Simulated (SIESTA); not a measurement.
CdSe (Cadmoselite) under changes of volume

One of the cells (28.102 Å³/atom); the others are scaled copies at fixed shape and fractional positions:

```
Cd Se
1.0
     4.30000    0.00000    0.00000
    -2.15000    3.72391    0.00000
     0.00000    0.00000    7.02000
Cd Se
2 2
Direct
  0.66667 0.33333 0.50000
  0.33333 0.66667 0.00000
  0.66667 0.33333 0.88500
  0.33333 0.66667 0.38500
```

- Program: SIESTA 5.4.2
- Functional: LDA
- Potentials or basis: PseudoDojo 0.4 standard (PBE files, fully relativistic)
- Basis: DZP (energy shift 0.002 Ry)
- Grid cutoff: 800 Ry
- Energy shift: 0.002 Ry
- k mesh: 5 × 5 × 3
- Occupations: fermi-dirac, width 0.05 eV
- Spin: non-collinear spin, zero start, spin-orbit coupling
- Starting moments: [[0.0, 0.0, 0.0], [0.0, 0.0, 0.0], [0.0, 0.0, 0.0], [0.0, 0.0, 0.0]] μB

```tsv
volume (Å³/atom)	energy over the lowest point (meV/atom)	pressure (GPa)	gap on the mesh (eV)	largest force (eV/Å)
26.416	6.71	2.4	0.77	0.376
26.978	0.86	0.9	0.71	0.347
27.540	0.00	-0.4	0.64	0.321
28.102	?	?	?	?
28.665	10.57	-2.6	0.53	0.277
29.227	21.13	-3.4	0.47	0.255
29.789	34.69	-4.3	0.42	0.235
```

Task: What does the run at 28.102 Å³/atom give?

Result: Energy over the lowest point 3.34 meV/atom; pressure -1.5 GPa; gap on the mesh 0.58 eV; largest force 0.299 eV/Å.

Worked out: A Birch-Murnaghan fit of order 3 (a polynomial in V^(-2/3)) to the other rows has its minimum at 27.37 Å³/atom with B0 = V·E''(V) = 62 GPa and B' = 5.0 at fixed shape and positions, which overstates the stiffness. It gives 3.36 meV/atom at 28.102 Å³/atom, against the run's 3.34, and -dE/dV = -1.5 GPa, against -1.5. A straight line through the other rows of the gap, of slope -2.93 eV per unit of ln V (its deformation potential), gives 0.59 eV, against the run's 0.58.

Energies are extrapolated to zero smearing.

Caveats: semicore shells carry a single zeta, which can move pressures by several GPa and volumes by a few percent; the potentials were made for another functional, which shifts forces and pressure; an odd mesh through Γ misses points on the zone boundary, where band edges often lie; the basis of atomic orbitals isn't converged, which shifts pressures, moduli and gaps.
